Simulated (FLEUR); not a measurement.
The system is Cl.

```
CELL_PARAMETERS angstrom
3.14500 -2.25000 0.00000
3.14500 2.25000 0.00000
0.00000 0.00000 8.21000
ATOMIC_POSITIONS crystal
Cl 0.37000 0.63000 0.40000
Cl 0.13000 0.87000 0.90000
Cl 0.63000 0.37000 0.60000
Cl 0.87000 0.13000 0.10000
```

Base run:

* Program: FLEUR MaX-R8.1 (later development tree)
* Functional: LDA
* Potentials or basis: all-electron
* Basis: FLAPW
* Kmax: 5.57 1/bohr
* k mesh: 7 × 7 × 4
* Occupations: fermi-dirac, width 0.05 eV
* Spin: no spin polarisation

Its results: band gap on the k mesh 2.33 eV, indirect (least direct gap 2.39 eV).

Task: The run is repeated on the same cell with these changes: functional from LDA to PBEsol. What comes out?

Result: Band gap on the k mesh 2.43 eV, indirect (least direct gap 2.48 eV).
